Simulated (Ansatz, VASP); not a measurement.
**PbS: VASP beside Ansatz**

File INCAR:

```
PREC     = Accurate       # precision mode
ENCUT    = 520            # plane-wave cutoff, eV
EDIFF    = 1E-6           # SCF threshold, eV
ISMEAR   = -1             # smearing method
SIGMA    = 0.1            # smearing width, eV
LREAL    = F              # projectors in reciprocal space
LASPH    = T              # aspherical terms in the spheres
NELM     = 80             # most SCF steps
ALGO     = Normal         # electronic algorithm
ISIF     = 2              # what is computed and relaxed
LWAVE    = F              # write WAVECAR
LCHARG   = T              # write CHGCAR
GGA      = PE             # functional
LELF     = T              # ELF
LVHAR    = T            
NBANDS   = 17             # bands
```

File KPOINTS:

```
Automatic mesh
0
Gamma
  11 11 11
```

POSCAR

```
PbS
1.0
    2.9919464795      0.0000000000      0.0000000000
    0.0000000000      2.9919464795      0.0000000000
    0.0000000000      0.0000000000      2.9919464795
Pb S
1 1
Direct
    0.0000000000      0.0000000000      0.0000000000
    0.5000000000      0.5000000000      0.5000000000
```

Input for Ansatz:

```yaml
crystal:
  lattice:
    - [2.9919464795, 0.0, 0.0]
    - [0.0, 2.9919464795, 0.0]
    - [0.0, 0.0, 2.9919464795]
  atoms:
    - { symbol: Pb, position: [0.0, 0.0, 0.0] }
    - { symbol: S, position: [0.5, 0.5, 0.5] }
kpoints:
  mp_grid: { grid: [11, 11, 11] }
scf:
  occupations: { method: fermi_dirac, width: 0.1 }
hamiltonian:
  xc: pbe
  pseudopotentials: { kind: paw, source: ansatz }
output:
  forces: true
  stress: true
  eigenvalues: true
  write_density: true
  write_potential: true
  elf: true
  volumetric_format: npy
```

Change from the starting cell: volume scaled by 0.55, PAW files, source ansatz.

Alike in both runs: task single point; functional PBE; k mesh 11 × 11 × 11; occupations fermi-dirac, width 0.1 eV; no spin polarisation.

```csv
,VASP,Ansatz
version,VASP 6.6.1,Ansatz 0.2.0
potentials or method,"VASP PAW PBE potentials, release 64 (Pb_d, S)","PAW with other files of Ansatz's library (source ansatz), scalar-relativistic"
plane-wave cutoff (eV),520,580
valence electrons in the cell,20,28
```

|  | VASP | Ansatz | Ansatz less VASP |
| --- | --- | --- | --- |
| pressure (GPa) | 120.2 | 120.7 | +0.50 |

The two sets of potentials don't hold the same shells in valence.

Caveats: the cell as given lies far from equilibrium; so large a pressure means that the cell lies far from this level's equilibrium, or that cutoff or potentials fall short (VASP). Spin-orbit coupling is left out, which matters for the levels of Pb.
